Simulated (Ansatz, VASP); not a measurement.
## Zn in VASP and in Ansatz

The input INCAR:

```
SYSTEM = Zn
ALGO = Normal
EDIFF = 1E-6
ENCUT = 520
GGA = PS
ISIF = 2
ISMEAR = -1
LASPH = .TRUE.
LCHARG = .FALSE.
LREAL = .FALSE.
LWAVE = .FALSE.
NBANDS = 19
NELM = 100
PREC = Accurate
SIGMA = 0.03
```

Contents of KPOINTS:

```
k-points
0
G
  16 16 8
  0 0 0
```

Contents of POSCAR:

```
Zn
1.0
    2.7180940143      0.0000000000      0.0000000000
   -1.3590470071      2.3539384662      0.0000000000
    0.0000000000      0.0000000000      4.9467000000
Zn
2
Direct
    0.3333333333      0.6666666667      0.2500000000
    0.6666666667      0.3333333333      0.7500000000
```

Input for Ansatz:

```yaml
crystal:
  lattice:
    - [2.7180940143, 0.0, 0.0]
    - [-1.3590470071, 2.3539384662, 0.0]
    - [0.0, 0.0, 4.9467]
  atoms:
    - { symbol: Zn, position: [0.3333333333, 0.6666666667, 0.25] }
    - { symbol: Zn, position: [0.6666666667, 0.3333333333, 0.75] }
kpoints:
  mp_grid: { grid: [16, 16, 8] }
  band_path:
    path:
      - [0.0, 0.0, 0.0]
      - [0.5, 0.0, 0.0]
      - [0.3333333333, 0.3333333333, 0.0]
      - [0.0, 0.0, 0.0]
      - [0.0, 0.0, 0.5]
      - [0.5, 0.0, 0.5]
      - [0.3333333333, 0.3333333333, 0.5]
      - [0.0, 0.0, 0.5]
      - [0.5, 0.0, 0.5]
    npoints: 5
scf:
  occupations: { method: fermi_dirac, width: 0.03 }
hamiltonian:
  xc: pbesol
  pseudopotentials: { kind: all_electron, lapw: { basis_error: 0.00025 } }
output:
  forces: true
  stress: true
  eigenvalues: true
```

Change from the starting cell: equal xx and yy strain of +2 %.

Alike in both runs: task single point; functional PBEsol; k mesh 16 × 16 × 8; occupations fermi-dirac, width 0.03 eV; no spin polarisation.

|  | VASP | Ansatz |
| --- | --- | --- |
| version | VASP 6.6.1 | Ansatz 0.2.0 |
| potentials or method | VASP PAW PBE potentials, release 64 (Zn) | all-electron LAPW, scalar-relativistic |
| plane-wave cutoff (eV) | 520 | see its input |

|  | VASP | Ansatz | Ansatz less VASP |
| --- | --- | --- | --- |
| pressure (GPa) | -7.6 | -7.9 | -0.29 |
| largest component of the traceless stress (GPa) | 2.13 | 2.22 | +0.088 |

Ansatz ran all-electron here, so the differences hold the error of VASP's frozen core and of both bases.

Caveats: the PAW data sets were made with another functional, which shifts forces and pressure a little (VASP).
